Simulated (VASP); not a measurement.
# GaN (Fm-3m) in VASP: further runs

The runs below take GaN through G0W0 quasiparticle levels, with PBE.

All numbers are computed with VASP 6.6.1; they aren't measurements. Logs are shortened: lines on timing, memory, paths and dates and some standing lists are left out, and cuts for length are marked.

## Step 1: Starting point

It takes space group Fm-3m (No. 225, cubic). Conventional cell: a = 4.270 Å, b = 4.270 Å, c = 4.270 Å, α = 90.00°, β = 90.00°, γ = 90.00°. Around Ga (site symmetry m-3m) lie 6 N at 2.14 Å. N (site symmetry m-3m) is surrounded by 6 Ga at 2.14 Å.

Measurements of this composition are mostly on another form, of space group No. 186.

## Step 2: G0W0 quasiparticle levels, PBE

Input file POSCAR:

```
GaN
1.0
    0.0000000000      2.1352350000      2.1352350000
    2.1352350000      0.0000000000      2.1352350000
    2.1352350000      2.1352350000      0.0000000000
Ga N
1 1
Direct
    0.0000000000      0.0000000000      0.0000000000
    0.5000000000      0.5000000000      0.5000000000
```

Input file INCAR.step1:

```
SYSTEM = GaN
  PREC = Accurate
  ENCUT = 520
  EDIFF = 1E-8
  ISMEAR = 0
  SIGMA = 0.01
  LREAL = .FALSE.
  LASPH = .TRUE.
  NELM = 100
  ALGO = Normal
  LWAVE = .TRUE.
  LCHARG = .FALSE.
  GGA = PE
```

Input file INCAR.step2:

```
SYSTEM = GaN
  PREC = Accurate
  ENCUT = 520
  EDIFF = 1E-8
  ISMEAR = 0
  SIGMA = 0.01
  LREAL = .FALSE.
  LASPH = .TRUE.
  NELM = 1
  ALGO = Exact
  LWAVE = .TRUE.
  LCHARG = .FALSE.
  GGA = PE
  NBANDS = 125
  LOPTICS = .TRUE.
  ISTART = 1
```

Input file INCAR.step3:

```
SYSTEM = GaN
  PREC = Accurate
  ENCUT = 520
  EDIFF = 1E-8
  ISMEAR = 0
  SIGMA = 0.01
  LREAL = .FALSE.
  LASPH = .TRUE.
  ALGO = EVGW0
  LWAVE = .FALSE.
  LCHARG = .FALSE.
  GGA = PE
  NELMGW = 1
  NBANDS = 125
  ENCUTGW = 260
  NOMEGA = 72
  PRECFOCK = Fast
  ISTART = 1
  NBANDSGW = 17
```

Input file KPOINTS:

```
Automatic mesh
0
G
  5 5 5
  0 0 0
```

Potentials or basis: VASP PAW PBE potentials, release 64 (Ga_d_GW, N_GW).

On the command line:

```console
$ cat potpaw_PBE.64/Ga_d_GW/POTCAR potpaw_PBE.64/N_GW/POTCAR > POTCAR
$ cp INCAR.step1 INCAR
$ mpirun -np 1 vasp_std > vasp.out
$ cp INCAR.step2 INCAR
$ mpirun -np 1 vasp_std > vasp.out
$ cp INCAR.step3 INCAR
$ mpirun -np 1 vasp_std > vasp.out
```

OUTCAR:

```text
SYSTEM = GaN
   PREC = Accurate
   ENCUT = 520
   EDIFF = 1E-8
   ISMEAR = 0
   LREAL = .FALSE.
   LASPH = .TRUE.
   GGA = PE
   NELMGW = 1
   ENCUTGW = 260
   PRECFOCK = Fast
   ISTART = 1

 ion  position               nearest neighbor table
   1  0.000  0.000  0.000-   2 2.14   2 2.14   2 2.14   2 2.14   2 2.14   2 2.14
   2  0.500  0.500  0.500-   1 2.14   1 2.14   1 2.14   1 2.14   1 2.14   1 2.14

  LATTYP: Found a face centered cubic cell.
 ALAT       =     4.2704700000

  Lattice vectors:

 A1 = (   0.0000000000,   2.1352350000,   2.1352350000)
 A2 = (   2.1352350000,   0.0000000000,   2.1352350000)
 A3 = (   2.1352350000,   2.1352350000,   0.0000000000)

Analysis of symmetry for initial positions (statically):
=====================================================================
 Subroutine PRICEL returns:
 Original cell was already a primitive cell.

 Routine SETGRP: Setting up the symmetry group for a
 face centered cubic supercell.

 Subroutine GETGRP returns: Found 48 space group operations
 (whereof 48 operations were pure point group operations)
 out of a pool of 48 trial point group operations.

The static configuration has the point symmetry O_h .

Analysis of symmetry for dynamics (positions and initial velocities):
=====================================================================
 Subroutine PRICEL returns:
 Original cell was already a primitive cell.

 Routine SETGRP: Setting up the symmetry group for a
 face centered cubic supercell.

 Subroutine GETGRP returns: Found 48 space group operations
 (whereof 48 operations were pure point group operations)
 out of a pool of 48 trial point group operations.

The dynamic configuration has the point symmetry O_h .

 Subroutine INISYM returns: Found 48 space group operations
 (whereof 48 operations are pure point group operations),
 and found     1 'primitive' translations

----------------------------------------------------------------------------------------

                                     Primitive cell

  volume of cell :      19.4700

  direct lattice vectors                    reciprocal lattice vectors
     0.000000000  2.135235000  2.135235000    -0.234166263  0.234166263  0.234166263
     2.135235000  0.000000000  2.135235000     0.234166263 -0.234166263  0.234166263
     2.135235000  2.135235000  0.000000000     0.234166263  0.234166263 -0.234166263

  length of vectors
     3.019678296  3.019678296  3.019678296     0.405587864  0.405587864  0.405587864

  position of ions in fractional coordinates (direct lattice)
     0.000000000  0.000000000  0.000000000
     0.500000000  0.500000000  0.500000000

  ion indices of the primitive-cell ions
   primitive index   ion index
                 1           1
                 2           2

----------------------------------------------------------------------------------------

 KPOINTS: Automatic mesh

Automatic generation of k-mesh.
 Grid dimensions read from file:
 generate k-points for:    5    5    5

 Generating k-lattice:

  Cartesian coordinates                     Fractional coordinates (reciprocal lattice)
    -0.046833253  0.046833253  0.046833253     0.200000000  0.000000000  0.000000000
     0.046833253 -0.046833253  0.046833253     0.000000000  0.200000000  0.000000000
     0.046833253  0.046833253 -0.046833253     0.000000000  0.000000000  0.200000000

  Length of vectors
     0.081117573  0.081117573  0.081117573

  Shift w.r.t. Gamma in fractional coordinates (k-lattice)
     0.000000000  0.000000000  0.000000000

 Subroutine IBZKPT returns following result:
 ===========================================

 Found     10 irreducible k-points:

 Following reciprocal coordinates:
            Coordinates               Weight
  0.000000  0.000000  0.000000      1.000000
  0.200000  0.000000  0.000000      8.000000
  0.400000  0.000000  0.000000      8.000000
  0.200000  0.200000  0.000000      6.000000
  0.400000  0.200000  0.000000     24.000000
 -0.400000  0.200000  0.000000     24.000000
 -0.200000  0.200000  0.000000     12.000000
  0.400000  0.400000  0.000000      6.000000
 -0.400000  0.400000  0.000000     12.000000
 -0.400000  0.400000  0.200000     24.000000
   k-points           NKPTS =     10   k-points in BZ     NKDIM =    125   number of bands    NBANDS=    125
   number of dos      NEDOS =    301   number of ions     NIONS =      2
   total plane-waves  NPLWV =  13824
   dimension x,y,z NGX =    24 NGY =   24 NGZ =   24
   dimension x,y,z NGXF=    48 NGYF=   48 NGZF=   48
   ions per type =               1   1
   NGX,Y,Z   is equivalent  to a cutoff of  13.21, 13.21, 13.21 a.u.
   NGXF,Y,Z  is equivalent  to a cutoff of  26.43, 26.43, 26.43 a.u.
 SYSTEM =  GaN
   PREC   = accura    normal or accurate (medium, high low for compatibility)
   ISTART =      1    job   : 0-new  1-cont  2-samecut
   ICHARG =      0    charge: 1-file 2-atom 10-const
   ISPIN  =      1    spin polarized calculation?
   LNONCOLLINEAR =      F non collinear calculations
   LSORBIT =      F    spin-orbit coupling
   LASPH  =      T    aspherical Exc in radial PAW
   ENCUT  =  520.0 eV  38.22 Ry    6.18 a.u.   5.61  5.61  5.61*2*pi/ulx,y,z
   NELM   =     60;   NELMIN=  2; NELMDL=  0     # of ELM steps
   EDIFF  = 0.1E-07   stopping-criterion for ELM
   LREAL  =      F    real-space projection
   EDIFFG = 0.1E-06   stopping-criterion for IOM
   NSW    =      0    number of steps for IOM
   IBRION =     -1    ionic relax: 0-MD 1-quasi-New 2-CG
   NFREE  =      0    steps in history (QN), initial steepest desc. (CG)
   ISIF   =      0    stress and relaxation
   ISYM   =      3    0-nonsym 1-usesym 2-fastsym
   POTIM  = 0.5000    time-step for ionic-motion
   TEBEG  =    0.0;   TEEND  =   0.0 temperature during run
   PSTRESS=    0.0 pullay stress
   NELECT =      18.0000    total number of electrons
   NUPDOWN=      -1.0000    fix difference up-down
   EMIN   =  10.00;   EMAX   =-10.00  energy-range for DOS
   EFERMI =   0.00;   METHOD = LEGACY
   ISMEAR =     0;   SIGMA  =   0.01  broadening in eV -4-tet -1-fermi 0-gaus
   EFERMI_NEDOS =   21; number of points for ismear=-14 and -15
   IALGO  =     38    algorithm
   IMIX   =      4    mixing-type and parameters
     AMIX     =   0.40;   BMIX     =  1.00
     AMIX_MAG =   1.60;   BMIX_MAG =  1.00
  volume/ion in A,a.u.               =       9.74        65.70
  Fermi-wavevector in a.u.,A,eV,Ry     =   1.594814  3.013761 34.605481  2.543431
  Thomas-Fermi vector in A             =   2.692830
   LORBIT       =      0    0 simple, 1 ext, 2 COOP (PROOUT), +10 PAW based schemes
   GGA     = PE    functional components
   LHFCALC =     T    Hartree Fock is set to
   PRECFOCK=fast      Normal, Fast or Accurate (Low or Medium for compatibility)
   ENCUT4O =  -1.0   cutoff for four orbital integrals eV
   NKREDX  =     1    reduce k-point grid by
   NKREDY  =     1    reduce k-point grid by
   NKREDZ  =     1    reduce k-point grid by
   AEXX    =    1.0000 exact exchange contribution
   HFSCREEN=    0.0000 screening length (either q_TF or 0.3 A-1)
   HFSCREENC=   0.0000 screening length for correlation (either q_TF or 0.3 A-1)
   ENCUTFOCK=  -1.0 apply spherical cutoff to Coloumb kernel
   IVDW    =     0    specifies the selected vdW correction
   LEPSILON=     F    determine dielectric tensor
   LRPA    =     F    only Hartree local field effects (RPA)
   LRPAFORCE           =     F    calculate RPA forces
   ENCUTGW             = 260.0    cutoff for response function in eV
   ENCUTGWSOFT         = 208.0    soft cutoff for Coulomb kernel in GW response function in eV
   ENCUTLF             =  -1.0    cutoff for local field effects
   NELMGW              =     1    number of iterations in solving QP/BSE equation
   NELMHF              =     1    number of iterations in the inner HF iteration
   NKREDLFX            =     1    NKREDLFY  =   1   NKREDLFZ  =   1
 non-spin polarized calculation
 Gauss-broadening in eV      SIGMA  =   0.01
  energy-cutoff  :      520.00
  volume of cell :       19.47
 maximum number of plane-waves:       533
 NGX is ok and might be reduce to    24
  NGX = 14; NGY = 14; NGZ = 14
   NGX = 11   NGY = 11   NGZ = 11
 maximum number of plane-waves:       194

 QP shifts <psi_nk| G(iteration)W_0 |psi_nk>: iteration 1
 for sc-GW calculations column KS-energies equals QP-energies in previous step
 and V_xc(KS)=  KS-energies - (<T + V_ion + V_H > + <T+V_H+V_ion>^1  + <V_x>^1)

 k-point   1 :       0.0000    0.0000    0.0000
  band No.  KS-energies  QP-energies   sigma(KS)   V_xc(KS)     V^pw_x(r,r')   Z            occupation Imag(sigma)

      1      -9.6708     -10.5583     -15.7907     -14.4794     -24.2623       0.6768       2.0000       1.3259
      2      -6.7785      -9.3095     -25.1639     -21.6607     -35.0171       0.7225       2.0000       0.1545
      3      -6.7785      -9.3095     -25.1639     -21.6607     -35.0171       0.7225       2.0000       0.1545
      4      -6.7785      -9.3095     -25.1639     -21.6607     -35.0171       0.7225       2.0000       0.1545
      5      -6.6904      -9.2543     -25.3914     -21.8484     -35.4588       0.7236       2.0000       0.1960
      6      -6.6904      -9.2543     -25.3914     -21.8484     -35.4588       0.7236       2.0000       0.1960
[... 9 lines left out ...]
     16      22.6801      23.1405     -12.0107     -12.6202      -4.4843       0.7553       0.0000      -0.5348
     17      23.2783      23.3381      -9.0224      -9.0986      -2.4771       0.7851       0.0000      -0.3067

 k-point   2 :       0.2000    0.0000    0.0000
  band No.  KS-energies  QP-energies   sigma(KS)   V_xc(KS)     V^pw_x(r,r')   Z            occupation Imag(sigma)

      1      -8.9376      -9.8176     -16.0407     -14.7305     -24.3437       0.6716       2.0000       1.2289
      2      -6.8008      -9.3154     -25.0617     -21.5777     -34.8945       0.7218       2.0000       0.1630
      3      -6.7885      -9.3193     -25.1852     -21.6803     -35.1446       0.7221       2.0000       0.1843
      4      -6.7885      -9.3193     -25.1852     -21.6803     -35.1446       0.7221       2.0000       0.1843
      5      -6.6877      -9.2385     -25.3316     -21.8074     -35.2984       0.7238       2.0000       0.1747
      6      -6.6877      -9.2385     -25.3316     -21.8074     -35.2984       0.7238       2.0000       0.1747
[... 9 lines left out ...]
     16      23.9565      24.3330     -11.6821     -12.1585      -5.4755       0.7903       0.0000      -0.3747
     17      29.8635      30.1317     -10.4092     -10.7440      -3.3138       0.8012       0.0000      -0.8152

 k-point   3 :       0.4000    0.0000    0.0000
  band No.  KS-energies  QP-energies   sigma(KS)   V_xc(KS)     V^pw_x(r,r')   Z            occupation Imag(sigma)

      1      -7.2505      -8.4984     -18.5501     -16.7407     -26.8929       0.6897       2.0000       0.8638
      2      -6.8958      -9.3934     -25.0242     -21.5517     -35.0201       0.7193       2.0000       0.2122
      3      -6.8958      -9.3934     -25.0242     -21.5517     -35.0201       0.7193       2.0000       0.2122
      4      -6.8015      -8.9164     -23.1526     -20.1955     -32.5167       0.7152       2.0000       0.3828
      5      -6.5891      -9.1441     -25.4399     -21.9110     -35.3837       0.7240       2.0000       0.1624
      6      -6.5891      -9.1441     -25.4399     -21.9110     -35.3837       0.7240       2.0000       0.1624
[... 9 lines left out ...]
     16      27.9565      28.3426     -12.0647     -12.5612      -5.0027       0.7775       0.0000      -0.7156
     17      32.3023      32.7438     -11.2659     -11.8176      -3.5359       0.8002       0.0000      -1.2223

 k-point   4 :       0.2000    0.2000    0.0000
  band No.  KS-energies  QP-energies   sigma(KS)   V_xc(KS)     V^pw_x(r,r')   Z            occupation Imag(sigma)

      1      -8.8067      -9.7611     -16.6142     -15.1841     -25.0198       0.6673       2.0000       1.1478
      2      -6.8345      -9.3508     -25.0636     -21.5712     -34.8979       0.7205       2.0000       0.1561
      3      -6.7146      -9.1385     -24.5910     -21.2336     -34.4616       0.7219       2.0000       0.2676
      4      -6.7028      -9.2388     -25.2470     -21.7398     -35.1152       0.7231       2.0000       0.1560
      5      -6.7028      -9.2388     -25.2470     -21.7398     -35.1152       0.7231       2.0000       0.1560
      6      -6.6555      -9.2249     -25.4339     -21.8879     -35.5125       0.7246       2.0000       0.1954
[... 79 lines left out ...]
      2      -6.9268      -9.4248     -24.8987     -21.4251     -34.7026       0.7192       2.0000       0.1592
      3      -6.5992      -9.1738     -25.5044     -21.9521     -35.5982       0.7248       2.0000       0.1953
      4      -6.5520      -9.1058     -25.4525     -21.9301     -35.3618       0.7250       2.0000       0.1544
      5      -6.5520      -9.1058     -25.4525     -21.9301     -35.3618       0.7250       2.0000       0.1544
      6      -4.7260      -6.3354     -21.0845     -18.8692     -29.4282       0.7265       2.0000       0.5806
[... 9 lines left out ...]
     16      34.1315      34.8557     -13.4291     -14.3146      -5.3789       0.8179       0.0000      -1.7639
     17      36.8604      37.5760     -11.4931     -12.3748      -3.7837       0.8116       0.0000      -1.4999

 k-point   9 :      -0.4000    0.4000    0.0000
  band No.  KS-energies  QP-energies   sigma(KS)   V_xc(KS)     V^pw_x(r,r')   Z            occupation Imag(sigma)

      1      -8.1419      -9.9565     -21.8695     -19.2200     -31.4225       0.6849       2.0000       0.5519
      2      -6.8919      -9.3881     -24.9004     -21.4314     -34.7005       0.7196       2.0000       0.1638
      3      -6.6732      -9.2272     -25.3695     -21.8437     -35.4507       0.7243       2.0000       0.2070
      4      -6.6038      -9.1380     -25.3183     -21.8125     -35.1995       0.7229       2.0000       0.1610
      5      -6.5428      -9.1005     -25.4720     -21.9472     -35.3845       0.7256       2.0000       0.1533
      6      -3.9929      -5.5385     -21.7698     -19.6584     -30.1377       0.7320       2.0000       0.5733
[... 9 lines left out ...]
     16      32.8513      33.3837     -11.4069     -12.0729      -3.7669       0.7995       0.0000      -1.2415
     17      34.5376      35.2678     -13.4330     -14.3233      -5.3225       0.8202       0.0000      -1.7678

 k-point  10 :      -0.4000    0.4000    0.2000
  band No.  KS-energies  QP-energies   sigma(KS)   V_xc(KS)     V^pw_x(r,r')   Z            occupation Imag(sigma)

      1      -7.9775      -9.7889     -21.8321     -19.1971     -31.3212       0.6875       2.0000       0.5550
      2      -6.8223      -9.3301     -24.9939     -21.5174     -34.8122       0.7214       2.0000       0.1638
      3      -6.7785      -9.2954     -25.1165     -21.6326     -35.0888       0.7224       2.0000       0.2028
      4      -6.6871      -9.2134     -25.2049     -21.7117     -35.1309       0.7232       2.0000       0.1828
      5      -6.5521      -9.1063     -25.4545     -21.9310     -35.3636       0.7249       2.0000       0.1540
      6      -4.5864      -6.1437     -21.2962     -19.1512     -29.6864       0.7260       2.0000       0.5987
[... 9 lines left out ...]
     16      33.8118      34.3254     -10.9985     -11.6312      -3.5892       0.8118       0.0000      -1.1645
     17      34.4217      35.2323     -13.1921     -14.1657      -5.5942       0.8327       0.0000      -1.4989
```

Wall time 5.2 min (1 thread of Intel Xeon Platinum 8488C (Sapphire Rapids), shared host); peak memory 0.39 GiB.

What came out:

* Band gap on the k mesh, mean-field level: 1.13 eV, indirect (least direct gap 2.35 eV)
* Quasiparticle gap: 2.01 eV
* Least direct quasiparticle gap: 3.27 eV

Levels at points of the mesh, in eV from the valence-band top:
| k point | band 6 | band 7 | band 8 | band 9 | band 10 | band 11 | band 12 | band 13 |
| --- | --- | --- | --- | --- | --- | --- | --- | --- |
| (0.00, 0.00, 0.00) | -14.00 | -0.45 | -0.45 | -0.45 | 1.90 | 14.45 | 14.45 | 14.45 |

Caveat: the k mesh is coarse (spacing up to 0.51 Å⁻¹), so the values aren't converged; bands, screening cutoff and mesh are small and nothing is extrapolated, so the quasiparticle values aren't converged; an odd mesh through Γ misses points on the zone boundary, where band edges often lie.

[end of part 1 of 3]
